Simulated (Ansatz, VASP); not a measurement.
**Two plane-wave programs on InSe (d4)**

```xyz
4
Lattice="2.0000 1.1547 8.4400 -2.0000 1.1547 8.4400 0.0000 -2.3094 8.4400" Properties=species:S:1:pos:R:3 pbc="T T T"
In    0.0000    0.0000    0.0000
In    0.0000    0.0000    2.8206
Se    0.0000    0.0000   15.6098
Se    0.0000    0.0000   20.9675
```

Alike in both runs: task single point; functional PBEsol; dispersion D4; k mesh 6 × 6 × 6; occupations gaussian, width 0.1 eV; no spin polarisation.

|  | VASP | Ansatz |
| --- | --- | --- |
| version | VASP 6.6.1 | Ansatz 0.2.0 |
| potentials or method | VASP PAW PBE potentials, release 64 (In_d, Se) | scalar-relativistic, plane waves, PAW |
| plane-wave cutoff (eV) | 520 | 420 |
| valence electrons in the cell | 38 | 58 |

|  | VASP | Ansatz | Ansatz less VASP |
| --- | --- | --- | --- |
| gap on the k mesh at the Fermi level (eV) | 0.33 | 0.34 | +0.012 |
| least direct gap on the mesh (eV) | 0.33 | 0.34 | +0.012 |
| pressure (GPa) | -0.8 | -0.8 | -0.06 |
| largest component of the traceless stress (GPa) | 0.72 | 0.71 | -0.013 |
| rms of the force components (eV/Å) | 0.130 | 0.120 | -0.0102 |

Atom by atom the forces differ by 0.012 eV/Å (rms over components). The two sets of potentials don't hold the same shells in valence.

Caveats: the PAW data sets were made with another functional, which shifts forces and pressure a little (VASP); spin-orbit coupling is left out, which moves the levels of the heavy elements. A k mesh can miss the band edges. As with any semilocal functional, this PBEsol gap is likely too small.
